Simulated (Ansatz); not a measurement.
Runs of Ansatz 0.2.0 on CdSe. It takes space group Fm-3m (No. 225, cubic). The conventional cell has a = 5.748 Å, b = 5.748 Å, c = 5.748 Å, α = 90.00°, β = 90.00°, γ = 90.00°. Cd (site symmetry m-3m) has 6 Se at 2.87 Å as nearest neighbours. Around Se (site symmetry m-3m) lie 6 Cd at 2.87 Å. Measurements of this composition are mostly on another form, of space group No. 186.

```csv
task,level,cell,cutoff (eV),points for each segment of the path,gap on the mesh (eV),pressure (GPa)
relaxation of cell and atoms,HSE03,relaxed,420,-,-,0.0
band structure,HSE03,as given,420,4,-,-1.4
single point,r2SCAN50,as given,500,-,2.85,-3.4
single point,HF,as given,420,-,(b),4.1
band structure,HSEsol,as given,420,4,(a),-4.1
```

Alike in all rows: potentials or basis Ansatz PAW; no spin polarisation; k mesh 4 × 4 × 4; smearing fermi-dirac 0.05 eV; the mesh is coarse, so values aren't converged.

Task: Fill in the values left out.

Result: (a) 0.27; (b) 6.51.

Caveats: all runs use coarse meshes; the PAW data sets come from PBE, with cores solved anew for the run's functional, which leaves a small shift of forces and pressure; the thresholds are loose for stress (some runs); the plane-wave basis is chosen anew once the cell has moved, so the energies of steps on either side of that aren't comparable (some runs); the k mesh misses the band edges, so the gap on the mesh is wider than the one along the path (some runs).

A k mesh can miss the band edges, and the runs leave out spin-orbit coupling on Cd, Se.
